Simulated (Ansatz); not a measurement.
**PtS2: band gap under strain**

Aim: follow the gap of PtS2 built on the CdI2 prototype through these states: -5.4 % strain along x alone; -5.0 % biaxial strain in x and y, z held; +0.3 % strain along z alone. The table at the end shows which levels were run.

The runs shown are made with Ansatz 0.2.0. PAW datasets, plane waves. Computed at 0 K without zero-point motion; spin polarisation is off.

## 1. The system as given

The unstrained cell was relaxed with r2SCAN+rVV10; in each strained cell the atoms were relaxed again with r2SCAN+rVV10. Names of k-points are those of the unstrained zone, where strain can split equivalent points. First state: -5.4 % strain along x alone.

The symmetry is C2/m (No. 12, monoclinic); conventional cell a = 6.153 Å, b = 3.362 Å, c = 5.123 Å, β = 90.0°, 17.66 Å³ an atom. Around Pt lie 6 S at 2.36–2.39 Å; around S lie 3 Pt at 2.36–2.39 Å.

Coordinates:

```cif
data_structure
_symmetry_space_group_name_H-M 'P 1'
_symmetry_Int_Tables_number 1
_cell_length_a 3.3622
_cell_length_b 3.5060
_cell_length_c 5.1227
_cell_angle_alpha 90.000
_cell_angle_beta 90.000
_cell_angle_gamma 118.652
_cell_volume 52.99
loop_
_atom_site_label
_atom_site_type_symbol
_atom_site_fract_x
_atom_site_fract_y
_atom_site_fract_z
_atom_site_occupancy
Pt1 Pt 0.00000 0.00000 0.00000 1
S1 S 0.32790 0.65580 0.24826 1
S2 S 0.67210 0.34420 0.75174 1
```

## 2. -5.4 % strain along x alone: PBE

input.yaml reads:

```yaml
crystal:
  lattice:
    - [3.3622199912, 0.0, 0.0]
    - [-1.6811099956, 3.0766778587, 0.0]
    - [0.0, 0.0, 5.122711055]
  atoms:
    - { symbol: Pt, position: [0.0, 0.0, 0.0] }
    - { symbol: S, position: [0.3279002915, 0.655800583, 0.2482640008] }
    - { symbol: S, position: [0.6720997085, 0.344199417, 0.7517359992] }
kpoints:
  mp_grid: { grid: [12, 12, 6] }
  band_path:
    path:
      - [0.0, 0.0, 0.0]
      - [0.5, 0.0, 0.0]
      - [0.3333333333, 0.3333333333, 0.0]
      - [0.0, 0.0, 0.5]
      - [0.5, 0.0, 0.5]
      - [0.3333333333, 0.3333333333, 0.5]
      - [0.0, 0.25, 0.3333333333]
      - [0.184896, 0.0, -0.247396]
      - [0.0, 0.278646, 0.309896]
    npoints: 1
hamiltonian:
  xc: pbe
scf:
  occupations: { method: fermi_dirac, width: 0.02 }
  n_extra_bands: 4
output:
  forces: true
  stress: true
  eigenvalues: true
  write_density: true
  write_potential: true
  elf: true
  volumetric_format: npy
```

Launch:

```sh
$ ansatz run input.yaml --threads 4 --pin off --max-ram 3686MiB --backend cpu --events-out ev --progress --plain --runs-dir out
```

The runs that follow: -5.4 % strain along x alone: r2SCAN; -5.4 % strain along x alone: HSE06; -5.0 % biaxial strain in x and y, z held: PBE; -5.0 % biaxial strain in x and y, z held: r2SCAN; -5.0 % biaxial strain in x and y, z held: HSE06; +0.3 % strain along z alone: PBE; +0.3 % strain along z alone: r2SCAN; +0.3 % strain along z alone: HSE06.

Q: Predict the outcome of this session.

**Answer**, as computed:

Least gap in eV (negative: overlap):

```
                                   state   PBE  r2SCAN  HSE06
             -5.4 % strain along x alone  0.43    0.62   1.12
-5.0 % biaxial strain in x and y, z held  0.58    0.76   1.24
             +0.3 % strain along z alone  0.63    0.81   1.24
```

**Reading.** Where both were run, the HSE06 gap lies +0.61 to +0.69 eV from PBE's, each on its own k points. In PBE the gap is least under -5.4 % strain along x alone (0.43 eV) and largest under +0.3 % strain along z alone (0.63 eV). Spin-orbit coupling is left out of the table, though the cell holds Pt (Z = 78); in an element this heavy it can shift bands and gaps by tenths of an eV.
